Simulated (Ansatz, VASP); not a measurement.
## One calculation of Ge, 3 ways

The starting cell:

```
CELL_PARAMETERS angstrom
0.00000 2.82891 2.82891
2.82891 0.00000 2.82891
2.82891 2.82891 0.00000
ATOMIC_POSITIONS crystal
Ge 0.75000 0.75000 0.75000
Ge 0.50000 0.50000 0.50000
```

Alike in all runs: task relaxation of cell and atoms; functional RPBE; dispersion D4; k mesh 8 × 8 × 8; occupations fermi-dirac, width 0.05 eV; no spin polarisation; no spin-orbit coupling.

```
                        program and potentials  plane-wave cutoff (eV)                                                 notes  equilibrium volume (Å³/atom)
                            Ansatz, Ansatz PAW                     420  potentials made for PBE, which Ansatz adapts in part                         22.83
Ansatz, all-electron LAPW, scalar-relativistic                       -                                                     -                         22.82
              VASP, PBE PAW files Ge_d, 600 eV                     600                               potentials made for PBE                         22.84
```

The equilibrium volume spans 22.82 (Ansatz, all-electron LAPW, scalar-relativistic) to 22.84 Å³/atom (VASP, PBE PAW files Ge_d, 600 eV), with all-electron results at 22.82. Some sets were made for another functional than the one run, which can shift their rows. Relaxations stop with a little pressure left, so the last digit of a volume isn't settled.

Differences between rows come from potentials, basis sets and numerical settings, since the functional is the same but for its coding. Runs on potential files found faulty are left out.
